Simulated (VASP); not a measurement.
The system is Al2GaN3.

```
Al Ga N
1.0
     4.60757    0.00000    0.00000
    -2.30379    3.99028    0.00000
     0.00000    0.00000    5.40492
Al Ga N
2 1 3
Direct
  0.33333 0.66667 0.00000
  0.66667 0.33333 0.00000
  0.00000 0.00000 0.50000
  0.33333 0.66667 0.50000
  0.66667 0.33333 0.50000
  0.00000 0.00000 0.00000
```

The cell was built by a generator and needn't be a form met in nature.

```yaml
Program: VASP 6.6.1
Task: relaxation of cell and atoms
Functional: PBE
Potentials_or_basis: VASP PAW PBE potentials, release 64 (Al, Ga_d, N)
Cutoff: 520 eV
k_mesh: 4 × 4 × 3
Occupations: gaussian, width 0.15 eV
Spin: no spin polarisation
```

At the start: pressure -22.0 GPa; volume 16.56 Å³/atom.

Q: How do energy, volume and symmetry change on relaxing?

A: Over 17 steps the energy falls by 1170.3 meV/atom and the volume is 13.46 Å³/atom (-18.7 %); space group P6/mmm (No. 191, to 0.05 Å).

Step by step:
| step | energy change (eV) | largest force (eV/Å) | pressure (GPa) | volume (Å³) |
| --- | --- | --- | --- | --- |
| 1 | 0.0000 | 0.0000 | -22.00 | 99.37 |
| 2 | -3.5766 | 0.0000 | -7.11 | 70.08 |
| 3 | -3.8465 | 0.0000 | -1.05 | 65.14 |
| 4 | -3.6235 | 0.0000 | 22.58 | 55.96 |
| 5 | -3.8952 | 0.0000 | 2.32 | 62.97 |
| 6 | -5.1833 | 0.0000 | 29.64 | 54.80 |
| 7 | -5.2263 | 0.0000 | 24.77 | 55.71 |
| 8 | -6.4872 | 0.0000 | 11.27 | 64.16 |
| 9 | -6.6039 | 0.0000 | 11.24 | 66.85 |
| 10 | -6.6774 | 0.0000 | 16.48 | 72.11 |
| 11 | -5.4197 | 0.0000 | -19.56 | 97.18 |
| 12 | -6.9925 | 0.0000 | -1.43 | 78.84 |
| 13 | -6.9938 | 0.0000 | 0.88 | 78.18 |
| 14 | -6.9941 | 0.0000 | -0.15 | 78.37 |
| 15 | -7.0169 | 0.0000 | -0.23 | 80.12 |
| 16 | -7.0187 | 0.0000 | 0.26 | 80.34 |
| 17 | -7.0217 | 0.0000 | 0.23 | 80.77 |

Final structure:
```yaml
crystal:
  lattice:
    - [5.17830, 0.00000, 0.00000]
    - [-2.58915, 4.48454, 0.00000]
    - [0.00000, 0.00000, 3.47826]
  atoms:
    - { symbol: Al, position: [0.33333, 0.66667, 0.00000] }
    - { symbol: Al, position: [0.66667, 0.33333, 0.00000] }
    - { symbol: Ga, position: [0.00000, 0.00000, 0.50000] }
    - { symbol: N, position: [0.33333, 0.66667, 0.50000] }
    - { symbol: N, position: [0.66667, 0.33333, 0.50000] }
    - { symbol: N, position: [0.00000, 0.00000, 0.00000] }
```

Caveat: the k mesh is coarse (spacing up to 0.39 Å⁻¹), so the values aren't converged; the volume moved by over 15 % at a fixed basis, so the end points are rough.
